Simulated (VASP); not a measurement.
Input of a VASP 6.6.1 run:

INCAR

```
PREC = Accurate
ENCUT = 600
EDIFF = 1E-6
ISMEAR = 1
SIGMA = 0.1
LREAL = False
LASPH = True
NELM = 80
ALGO = Normal
ISIF = 3
LWAVE = False
LCHARG = False
GGA = PE
IBRION = 2
NSW = 90
EDIFFG = -0.01
```

Contents of KPOINTS:

```
regular mesh
0
Gamma
  16 16 16
```

POSCAR

```
Si
1.0
    0.0000000000      1.9108305400      1.9108305400
    1.9108305400      0.0000000000      1.9108305400
    1.9108305400      1.9108305400      0.0000000000
Si
1
Direct
    0.0000000000      0.0000000000      0.0000000000
```

Potentials or basis: VASP PAW PBE potentials, release 64 (Si).

Run with:

```bash
$ cat potpaw_PBE.64/Si/POTCAR > POTCAR
$ mpirun -np 1 vasp_std > vasp.out
```

Q: Estimate the relaxed volume.

A: 14.40 Å³/atom.

Q: Predict the space group after relaxing (to 0.05 Å).

A: Fm-3m (No. 225).

Q: Predict the band gap on the k mesh.

A: None (metal or under the smearing width).

Q: Predict the relaxed cell.

A: a = 2.731 Å, b = 2.731 Å, c = 2.731 Å, α = 60.00°, β = 60.00°, γ = 60.00°.

Final structure:
```
CELL_PARAMETERS angstrom
0.00000 1.93115 1.93115
1.93115 0.00000 1.93115
1.93115 1.93115 0.00000
ATOMIC_POSITIONS crystal
Si 0.00000 0.00000 0.00000
```
